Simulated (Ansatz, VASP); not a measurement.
**Cross-check of SiC between VASP and Ansatz**

One calculation is typed for both programs; each brings its own data sets. How far apart do they land? The cell is taken from a series of runs on this material, whose earlier steps may have relaxed, scaled, displaced or heated it; both programs get it as it stands.

Main program and level: Ansatz 0.2.0; plane waves, with VASP 6.6.1 beside it; relaxation of cell and atoms at PBEsol.

**1. The structure**

It takes space group P6_3mc (No. 186, hexagonal). The conventional cell has a = 3.080 Å, b = 3.080 Å, c = 5.040 Å, α = 90.00°, β = 90.00°, γ = 120.00°. Nearest to Si lie 4 C at 1.89 Å. C has 4 Si at 1.89 Å nearest. Farther neighbours are not listed.

**2. Ansatz: relaxation of cell and atoms, PBEsol, pair 1**

Ansatz runs on its PAW soft_1 files.

The relaxed volume is the usual yardstick between codes: in a stiff, nearly cubic crystal its relative difference is about their pressure difference at one cell divided by the bulk modulus.

Contents of input.yaml:

```yaml
crystal:
  lattice:
    - [3.08, 0.0, 0.0]
    - [-1.54, 2.66735824, 0.0]
    - [0.0, 0.0, 5.04]
  atoms:
    - { symbol: Si, position: [0.33333333, 0.66666667, 0.0] }
    - { symbol: Si, position: [0.66666667, 0.33333333, 0.5] }
    - { symbol: C, position: [0.33333333, 0.66666667, 0.375] }
    - { symbol: C, position: [0.66666667, 0.33333333, 0.875] }
kpoints:
  mp_grid: { grid: [11, 11, 6] }
scf:
  occupations: { method: fermi_dirac, width: 0.02 }
hamiltonian:
  xc: pbesol
  pseudopotentials: { kind: paw, azcp: { folder: soft_1 }, xc_functional: pbe }
basis:
  ecutwfc: 600
output:
  forces: true
  stress: true
relax:
  f_tol: 0.005
  max_steps: 70
  cell: { stress_tol: 0.02, p_target: 0 }
```

Run with:

```bash
$ ansatz run input.yaml --threads 4 --pin off --max-ram 10240MiB --backend cpu --events-out ev --progress --plain --runs-dir out
```

Numbers of over 12 decimals in the logs are rounded to 6 here.

The program printed:

```text
Engine: ansatz 0.2.0, x86_64-unknown-linux-gnu
Pseudopotentials: kind: paw
Pseudopotential: Si, paw, valence charge 4, recommended cutoff 420 eV (normal), soft_1/Si.paw.azcp
Pseudopotential: C, paw, valence charge 4, recommended cutoff 420 eV (normal), soft_1/C.paw.azcp
Functional definition: PBEsol
  exchange = pbesol_x
  correlation = pbesol_c
Crystal: 4 atoms, lattice volume = 41.406 Å³
Basis set: ecut = 600 eV, 1389 PW (Γ), exchange–correlation on 50×50×90 points (8 copies of the dense FFT grid, shifted against one another)
Bands: 12, of which v1, the nominal top of the filled ones, is band 8 counted from 1 (7 counted from 0)
Symmetry: 12 space group operations
Space group: P63mc (ITA 186), of the structure as read, at distance tolerance 3.5e-5 Å
k-points: 64 of 726 (time reversal used)
Non-local potential: Si, projectors of the file, l = 0: 2, l = 1: 2, l = 2: 1
Non-local potential: C, projectors of the file, l = 0: 2, l = 1: 2, l = 2: 1
PAW form: soft (Blöchl's): semilocal exchange-correlation on the pseudo side does not see the compensation charge
PAW frozen core: Si, regenerated for the run's functional, and the local potential with it (the file was generated under x = pbe(κ = 0.804, μ = 0.219515), c = pbe(β = 0.066725))
PAW frozen core: C, regenerated for the run's functional, and the local potential with it (the file was generated under x = pbe(κ = 0.804, μ = 0.219515), c = pbe(β = 0.066725))
PAW one-centre angular grid: Si, 110 points (default); XC on 64 Gauss nodes
PAW one-centre angular grid: C, 110 points (default); XC on 64 Gauss nodes
Initial density: superposition of atomic densities (chi_scale 0.1, normalization cell, long waves kept (reshape's long-wave potential 0.00 eV rms))
Initial wavefunctions: pseudopotential atomic-orbital guess
Functional: x = pbesol(κ = 0.804, μ = 0.123457), c = pbesol(β = 0.046)
SCF iter   1: F=—  HF=-1740.289113 eV  |F-HF|=—  |Δ(HF+E_count)|=         —  Δρ=1.33e-1  dr2=8.99e0  ethr=3.10e-3  ⟨swp⟩=6.0  Hψ=5573  notcnv=0
preconditioner: auto → none  [insulator: Δε(μ)=4.297 eV  Ē_g=12.705 eV  σ=0.020 eV  W_gap=1.00  n_scr=2 (ndim 8)  ℏωp=23.1 eV  f_vac=0.000  D(μ)=0.00/eV (n_scr^D=0)  ε∞_Penn≈4.3]
SCF iter   2: F=—  HF=-1737.578852 eV  |F-HF|=—  |Δ(HF+E_count)|=    2.71e0  Δρ=4.74e-2  dr2=5.68e-1  ethr=3.10e-3  ⟨swp⟩=4.1  Hψ=2515  notcnv=0
SCF iter   3: F=—  HF=-1737.426414 eV  |F-HF|=—  |Δ(HF+E_count)|=   1.52e-1  Δρ=1.87e-2  dr2=7.41e-2  ethr=3.10e-3  ⟨swp⟩=2.5  Hψ=1697  notcnv=0
SCF iter   4: F=—  HF=-1737.414667 eV  |F-HF|=—  |Δ(HF+E_count)|=   1.17e-2  Δρ=1.44e-3  dr2=5.44e-4  ethr=4.63e-4  ⟨swp⟩=2.0  Hψ=1031  notcnv=0
SCF iter   5: F=—  HF=-1737.414819 eV  |F-HF|=—  |Δ(HF+E_count)|=   1.51e-4  Δρ=1.92e-4  dr2=5.16e-6  ethr=3.40e-6  ⟨swp⟩=2.5  Hψ=1307  notcnv=0
SCF iter   6: F=—  HF=-1737.414821 eV  |F-HF|=—  |Δ(HF+E_count)|=   2.45e-6  Δρ=5.83e-5  dr2=7.38e-7  ethr=3.23e-8  ⟨swp⟩=2.0  Hψ=1275  notcnv=0
SCF iter   7: F=-1737.414821 eV  HF=-1737.414821 eV  |F-HF|=1.12e-8  |Δ(HF+E_count)|=   2.28e-7  Δρ=1.23e-5  dr2=2.80e-8  ethr=6.25e-10  ⟨swp⟩=3.2  Hψ=3239  notcnv=0
SCF 1 converged in 7 iterations: F = -1737.414821 eV  dr2 = 2.80e-8
  greatest PAW one-centre occupation: 0.645 electrons in one spin orbital (limit 2), on the C atom at site 3 (counted from 0), in its partial waves of l = 0
relax step   1: F+E_penalty+E_count = -1737.41482080 eV  Δ(F+E_penalty+E_count) = +0.000e0 eV  max|allowed force component| = 1.041e-1 eV/Å  Δτ_max = 0.0000 Å  P = -0.257 GPa  Ω = 41.406 Å³  (7 SCF iters, dr2 threshold 1.00e-7 eV, accepted)
[...]
relax step   2: F+E_penalty+E_count = -1737.41540959 eV  Δ(F+E_penalty+E_count) = -5.888e-4 eV  max|allowed force component| = 8.303e-2 eV/Å  Δτ_max = 0.0001 Å  P = -0.118 GPa  Ω = 41.380 Å³  energy of the carried Pulay correction = +2.463e-6 eV  (4 SCF iters, dr2 threshold 4.00e-7 eV, accepted)
[...]
relax step   3: F+E_penalty+E_count = -1737.41573194 eV  Δ(F+E_penalty+E_count) = -3.224e-4 eV  max|allowed force component| = 3.477e-2 eV/Å  Δτ_max = 0.0011 Å  P = +0.013 GPa  Ω = 41.356 Å³  energy of the carried Pulay correction = +4.813e-6 eV  (3 SCF iters, dr2 threshold 4.00e-7 eV, accepted)
[...]
relax step   4: F+E_penalty+E_count = -1737.41580360 eV  Δ(F+E_penalty+E_count) = -7.166e-5 eV  max|allowed force component| = 1.365e-3 eV/Å  Δτ_max = 0.0010 Å  P = +0.011 GPa  Ω = 41.357 Å³  energy of the carried Pulay correction = +4.717e-6 eV  (3 SCF iters, dr2 threshold 7.56e-8 eV, accepted)
[...]
relax step   5: F+E_penalty+E_count = -1737.41580395 eV  Δ(F+E_penalty+E_count) = -3.512e-7 eV  max|allowed force component| = 1.462e-5 eV/Å  Δτ_max = 0.0001 Å  P = +0.000 GPa  Ω = 41.359 Å³  energy of the carried Pulay correction = +4.508e-6 eV  (4 SCF iters, dr2 threshold 1.39e-9 eV, accepted)
[...]
relax step   6: F+E_penalty+E_count = -1737.41580171 eV  Δ(F+E_penalty+E_count) = +2.244e-6 eV  max|allowed force component| = 2.026e-5 eV/Å  Δτ_max = 0.0000 Å  P = +0.000 GPa  Ω = 41.359 Å³  stress off target by 9.08e-4 GPa  SCF on the basis re-selected at this cell (its energy is not comparable with the rows above)  (4 SCF iters)
basis re-selected at this cell: Δ(F+E_penalty+E_count) = +2.244e-6 eV, ΔP = +0.000 GPa vs the last step (what re-selecting the basis moved, of the pressure what is left beyond the Pulay correction that the steps carried, after the strain that the cell walked since its last selection, with what the two solves' SCF thresholds leave and, on support functions, any second-order correction that the steps lacked; it is no m [...]
SCF converged after 4 iterations
Free energy (F): -1737.415802 eV
Harris-Foulkes:  -1737.415802 eV  (|F-HF|=4.55e-13)
Internal energy: -1737.415802 eV  (E = F + TS)
E sigma→0 (E₀):  -1737.415802 eV
Fermi energy:    10.694243 eV
--- Per-component energies (eV) ---
  E_band       = 56.274989
  E_kinetic    = 265.939448
  E_local      = -191.426266  (includes V_loc(G=0)·N_el)
  E_nonlocal   = 90.745666
  E_hartree    = 63.512596
  E_xc         = -209.648185
  E_vxc        = -217.068446  (∫ρ·V_xc dr)
  E_paw        = -1187.787746  (= ΣΔE_a)
  E_vpaw       = -18.940629  (= ΣTr[D̂ρ^β])
  E_aug_tail   = 0.000023  (compensation charges beyond the density's cutoff)
  E_ewald      = -568.856660
  E_core_change = 0.105322  (= ΣΔE_core)
  E_smearing   = -0.000000  (= −TS)
  E_closure    = -0.000000  (closes the sum)
  Σ components = -1737.415802   (vs F -1737.415802, Δ=0.00e0)
--- Forces (eV/Å), atoms counted from 1 ---
  atom   1  Si    -0.00000000    -0.00000000    -0.00002030
  atom   2  Si     0.00000000     0.00000000    -0.00002030
  atom   3  C     -0.00000000    -0.00000000     0.00002021
  atom   4  C      0.00000000     0.00000000     0.00002021
  max |Σ_I F_I| component: 1.92e-7 eV/Å
--- Stress (GPa, compression-positive) ---
        0.000122      -0.000000      -0.000000
        0.000000       0.000122       0.000000
       -0.000000       0.000000       0.000908
  P = ⅓ Tr σ = 0.0004 GPa (0.004 kbar)
--- Relaxed structure (5 steps of the walk, 5 accepted, 1 SCFs on fresh bases) ---
  F+E_penalty+E_count = -1737.41580171 eV   max|allowed force component| = 2.026e-5 eV/Å   (the final SCF, on the basis selected at the relaxed cell)
  cell:  # Å, volume = 41.3591 Å³
    - [3.075906, 0.0, 0]
    - [-1.537953, 2.663812, 0]
    - [0, 0, 5.047709]
  atoms:
    - { symbol: Si, position: [0.333333, 0.666667, -0.000408745] }
    - { symbol: Si, position: [0.666667, 0.333333, 0.499591] }
    - { symbol: C, position: [0.333333, 0.666667, 0.375409] }
    - { symbol: C, position: [0.666667, 0.333333, 0.875409] }
```

Reading the cycles: dr2 is the Hartree energy of the density residual (eV), the measure of convergence; HF is the Harris–Foulkes estimate of the energy, which meets the free energy F at convergence.

**3. VASP: relaxation of cell and atoms, PBEsol, pair 1**

The same cell, functional, mesh and smearing now go to VASP, with its own data sets.

Lines of VASP's logs that name or quote its potential files are left out, and so is its time.

Contents of INCAR:

```
SYSTEM = SiC
PREC = Accurate
ENCUT = 600
EDIFF = 1E-07
NELM = 120
ISMEAR = -1
SIGMA = 0.02
LREAL = .FALSE.
ALGO = Normal
GGA = PS
NBANDS = 14
LORBIT = 11
LWAVE = .FALSE.
LCHARG = .FALSE.
ISIF = 3
IBRION = 2
NSW = 80
EDIFFG = -0.005
LASPH = .TRUE.
GGA_COMPAT = .FALSE.
NELMIN = 4
EFERMI = MIDGAP
KPAR = 4
```

Contents of POSCAR:

```
SiC
1.0
    3.0800000000      0.0000000000      0.0000000000
   -1.5400000000      2.6673582400      0.0000000000
    0.0000000000      0.0000000000      5.0400000000
Si C
2 2
Direct
    0.3333333433      0.6666666767      0.0000000000
    0.6666666767      0.3333333433      0.5000000000
    0.3333333433      0.6666666767      0.3750000000
    0.6666666767      0.3333333433      0.8750000000
```

Contents of KPOINTS:

```
Automatic mesh
0
Gamma
11 11 6
0 0 0
```

The projector-augmented-wave data sets are Si and C (PBE family, release 64).

Run with:

```bash
$ mpirun -np 4 vasp_std
```

The program printed:

```text
[banner, memory and clock lines left out]
running    4 mpi-ranks, on    1 nodes
 distrk:  each k-point on    1 cores,    4 groups
 distr:  one band on    1 cores,    1 groups

 POSCAR found type information on POSCAR SiC
 POSCAR found :  2 types and       4 ions
|                                                                             |
|               ----> ADVICE to this user running VASP <----                  |
|                                                                             |
|     You enforced a specific xc type in the INCAR file but a different       |
|     [... a line on the potential file left out ...]
|     I HOPE YOU KNOW WHAT YOU ARE DOING!                                     |
|                                                                             |

 LDA part: xc-table for (Slater+PW92), standard interpolation
 POSCAR, INCAR and KPOINTS ok, starting setup
 FFT: planning ... GRIDC
 FFT: planning ... GRID_SOFT
 FFT: planning ... GRID
 WAVECAR not read
 entering main loop
       N       E                     dE             d eps       ncg     rms          rms(c)
DAV:   1     0.320685696025E+02    0.32069E+02   -0.79909E+03  1792   0.115E+03
DAV:   2    -0.322602502019E+02   -0.64329E+02   -0.58220E+02  2518   0.179E+02
DAV:   3    -0.353963061416E+02   -0.31361E+01   -0.31178E+01  2458   0.374E+01
DAV:   4    -0.354266175119E+02   -0.30311E-01   -0.30302E-01  2020   0.438E+00
DAV:   5    -0.354270081956E+02   -0.39068E-03   -0.39066E-03  2458   0.467E-01    0.124E+01
DAV:   6    -0.319678034914E+02    0.34592E+01   -0.78784E+00  2296   0.171E+01    0.567E+00
DAV:   7    -0.318545517344E+02    0.11325E+00   -0.99277E-01  2460   0.616E+00    0.238E+00
DAV:   8    -0.318265096497E+02    0.28042E-01   -0.55381E-02  2158   0.154E+00    0.571E-01
DAV:   9    -0.318234357762E+02    0.30739E-02   -0.73134E-03  2266   0.584E-01    0.119E-01
DAV:  10    -0.318235613639E+02   -0.12559E-03   -0.55358E-04  2230   0.158E-01    0.533E-02
DAV:  11    -0.318235650862E+02   -0.37223E-05   -0.38371E-05  2230   0.492E-02    0.113E-02
DAV:  12    -0.318235654695E+02   -0.38334E-06   -0.24395E-06  2320   0.108E-02    0.288E-03
DAV:  13    -0.318235656332E+02   -0.16364E-06   -0.30861E-07  2272   0.336E-03    0.183E-03
DAV:  14    -0.318235656318E+02    0.13385E-08   -0.11330E-08  1184   0.848E-04
   1 F= -.31823566E+02 E0= -.31823566E+02  d E =-.318236E+02
 curvature:   0.00 expect dE= 0.000E+00 dE for cont linesearch  0.000E+00
 trial: gam= 0.00000 g(F)=  0.208E-02 g(S)=  0.237E-02 ort = 0.000E+00 (trialstep = 0.100E+01)
 search vector abs. value=  0.445E-02
 bond charge predicted
       N       E                     dE             d eps       ncg     rms          rms(c)
DAV:   1    -0.318251626929E+02   -0.15971E-02   -0.27777E-01  2020   0.397E+00    0.302E-01
DAV:   2    -0.318237311920E+02    0.14315E-02   -0.79500E-03  2380   0.686E-01    0.150E-01
DAV:   3    -0.318227946030E+02    0.93659E-03   -0.14153E-03  2248   0.305E-01    0.298E-02
DAV:   4    -0.318227994081E+02   -0.48050E-05   -0.27763E-04  2278   0.108E-01    0.223E-02
DAV:   5    -0.318227979777E+02    0.14304E-05   -0.54536E-06  2182   0.188E-02    0.153E-02
DAV:   6    -0.318227970603E+02    0.91733E-06   -0.19423E-06  2356   0.994E-03    0.195E-03
DAV:   7    -0.318227969831E+02    0.77189E-07   -0.37147E-07  1996   0.447E-03
   2 F= -.31822797E+02 E0= -.31822797E+02  d E =0.768649E-03
 trial-energy change:    0.000769  1 .order    0.000715   -0.004453    0.005882
 step:   0.4232(harm=  0.4308)  dis= 0.00212  next Energy=   -31.824504 (dE=-0.938E-03)
 bond charge predicted
       N       E                     dE             d eps       ncg     rms          rms(c)
DAV:   1    -0.318252981216E+02   -0.25011E-02   -0.91939E-02  2026   0.228E+00    0.176E-01
DAV:   2    -0.318248136876E+02    0.48443E-03   -0.26029E-03  2374   0.394E-01    0.861E-02
DAV:   3    -0.318245041665E+02    0.30952E-03   -0.46024E-04  2248   0.175E-01    0.180E-02
DAV:   4    -0.318245049800E+02   -0.81355E-06   -0.94863E-05  2296   0.631E-02    0.131E-02
DAV:   5    -0.318245045512E+02    0.42882E-06   -0.20396E-06  2170   0.114E-02    0.907E-03
DAV:   6    -0.318245042685E+02    0.28277E-06   -0.66480E-07  2320   0.577E-03    0.121E-03
DAV:   7    -0.318245042444E+02    0.24057E-07   -0.11551E-07  1124   0.262E-03
   3 F= -.31824504E+02 E0= -.31824504E+02  d E =-.938613E-03
 curvature:  -0.22 expect dE=-0.366E-06 dE for cont linesearch -0.402E-08
 trial: gam= 0.00243 g(F)=  0.107E-05 g(S)=  0.625E-06 ort =-0.911E-05 (trialstep = 0.885E+00)
 search vector abs. value=  0.168E-05
 reached required accuracy - stopping structural energy minimisation
```

OUTCAR, selected parts (step 3):

```text
ion  position               nearest neighbor table
   1  0.333  0.667  0.000-   4 1.89   4 1.89   4 1.89   3 1.89   2 3.08   2 3.08   2 3.08   2 3.08
                             2 3.08   2 3.08
   2  0.667  0.333  0.500-   3 1.89   3 1.89   3 1.89   4 1.89   1 3.08   1 3.08   1 3.08   1 3.08
                             1 3.08   1 3.08
   3  0.333  0.667  0.375-   2 1.89   2 1.89   2 1.89   1 1.89
   4  0.667  0.333  0.875-   1 1.89   1 1.89   1 1.89   2 1.89

  LATTYP: Found a hexagonal cell.
 ALAT       =     3.0800000000
 C/A-ratio  =     1.6363636364

 Subroutine GETGRP returns: Found 12 space group operations
 (whereof  6 operations were pure point group operations)

The static configuration has the point symmetry C_3v.
 The point group associated with its full space group is C_6v.

 Found     64 irreducible k-points:

   k-points           NKPTS =     64   k-points in BZ     NKDIM =     64   number of bands    NBANDS=     14

   dimension x,y,z NGX =    28 NGY =   28 NGZ =   40
   dimension x,y,z NGXF=    56 NGYF=   56 NGZF=   80

   ENCUT  =  600.0 eV  44.10 Ry    6.64 a.u.   6.15  6.15 10.07*2*pi/ulx,y,z

   NELECT =      16.0000    total number of electrons

 k-points in reciprocal lattice and weights: Automatic mesh
   0.00000000  0.00000000  0.00000000       0.001
   0.09090909  0.00000000  0.00000000       0.008
   0.18181818 -0.00000000  0.00000000       0.008
   0.27272727  0.00000000  0.00000000       0.008
   0.36363636  0.00000000  0.00000000       0.008
   0.45454545  0.00000000  0.00000000       0.008
   0.09090909  0.09090909  0.00000000       0.008
   0.18181818  0.09090909  0.00000000       0.017
   0.27272727  0.09090909  0.00000000       0.017
[...]
0.27272727  0.27272727  0.50000000       0.008
   0.36363636  0.27272727  0.50000000       0.008

 average (electrostatic) potential at core
       1 -80.1273       2 -80.1273       3 -44.9486       4 -44.9486

 E-fermi :   9.3248

 k-point     1 :       0.0000    0.0000    0.0000
  band No.  band energies     occupation
    ...
      4       6.8749      2.00000
      5       6.8749      2.00000
      6       8.0861      2.00000
      7       8.1970      2.00000
      8       8.1971      2.00000
      9      12.9286      0.00000
     10      14.3410      0.00000
     11      14.7859      0.00000
     12      14.7859      0.00000
     13      15.8688      0.00000
    ...

 k-point     2 :       0.0909    0.0000    0.0000
  band No.  band energies     occupation
    ...
      4       6.0677      2.00000
      5       6.6243      2.00000
      6       7.6533      2.00000
      7       7.9911      2.00000
      8       8.1177      2.00000
      9      13.3684      0.00000
     10      14.3145      0.00000
     11      14.8521      0.00000
     12      15.0824      0.00000
     13      16.0433      0.00000
    ...

 k-point     3 :       0.1818   -0.0000    0.0000
  band No.  band energies     occupation
    ...
      4       4.3818      2.00000
      5       6.0820      2.00000
      6       6.3769      2.00000
      7       7.6442      2.00000
      8       7.8566      2.00000
      9      12.8203      0.00000
     10      14.8837      0.00000
     11      15.1315      0.00000
     12      15.5931      0.00000
     13      15.6552      0.00000
    ...

  Total       -0.0025564     -0.0025564      0.0062227      0.0000000      0.0000000      0.0000000
  in kB       -0.0989298     -0.0989298      0.2408110      0.0000000      0.0000000      0.0000000
  external PRESSURE =       0.0143172 kB  Pullay stress =       0.0000000 kB

  energy-cutoff  :      600.00
  volume of cell :       41.40
      direct lattice vectors                 reciprocal lattice vectors
     3.077046401 -0.000000000  0.000000000     0.324986974  0.187631317  0.000000000
    -1.538523200  2.664800348  0.000000000     0.000000000  0.375262635  0.000000000
     0.000000000  0.000000000  5.049121312     0.000000000  0.000000000  0.198054263

 POSITION                                       TOTAL-FORCE (eV/Angst)
 -----------------------------------------------------------------------------------
      0.00000      1.77653      5.04698         0.000000     -0.000000      0.002359
      1.53852      0.88827      2.52242        -0.000000      0.000000      0.002359
      0.00000      1.77653      1.89556        -0.000000      0.000000     -0.002359
      1.53852      0.88827      4.42012         0.000000     -0.000000     -0.002359
 -----------------------------------------------------------------------------------
    total drift:                               -0.000005     -0.000008     -0.000130

  FREE ENERGIE OF THE ION-ELECTRON SYSTEM (eV)
  ---------------------------------------------------
  free  energy   TOTEN  =       -31.8245042444 eV

  energy  without entropy=      -31.8245042444  energy(sigma->0) =      -31.82450424

 reached required accuracy - stopping structural energy minimisation

 total charge
# of ion       s       p       d       tot
------------------------------------------
    1        0.709   0.968   0.000   1.677
    2        0.709   0.968   0.000   1.677
    3        0.831   1.701   0.000   2.533
    4        0.831   1.701   0.000   2.533
--------------------------------------------------
tot          3.082   5.339   0.000   8.421

[... 3 further parts left out ...]
```

CONTCAR:

```
SiC
   1.00000000000000
     3.0770464009289333   -0.0000000000000000    0.0000000000000000
    -1.5385232004644667    2.6648003481823803    0.0000000000000000
     0.0000000000000000    0.0000000000000000    5.0491213121897358
  Si              C
     2     2
Direct
     0.3333333432999979    0.6666666766999967    0.9995764858783432
     0.6666666766999967    0.3333333432999979    0.4995764858783432
     0.3333333432999979    0.6666666766999967    0.3754235141216568
     0.6666666766999967    0.3333333432999979    0.8754235141216568
```

The run keeps the 12 symmetry operations of its start, so it cannot find a distortion of lower symmetry.

**4. Differences**

Known differences besides the potentials themselves: Ansatz makes its cores anew for this functional, VASP keeps those of its PBE data sets; Ansatz adds a Pulay correction to the stress that steers its cell, VASP none. Total energies have different zeros and are not compared.

Both answers:

| quantity | Ansatz | VASP | difference |
| --- | --- | --- | --- |
| volume (Å³) | 41.36 | 41.40 | -0.10 % |
| edge a after relaxation, in the typed setting (Å) | 3.076 | 3.077 | -0.04 % |
| edge c after relaxation, in the typed setting (Å) | 5.048 | 5.049 | -0.03 % |

(Part 1 of 2 ends here.)

[Lines on the potential files, build, host, timing and source positions are cut from VASP's logs without a mark.]

[Logs are printed without paths, hosts, clocks, repeated set-up lines and the standing remarks that a program may print on its own settings, such as how far it seeks lower states.]

[Hosts, paths, dates, database ids (printed as entryN), source tags and the programs' standing remarks are cut or masked in the printed files.]
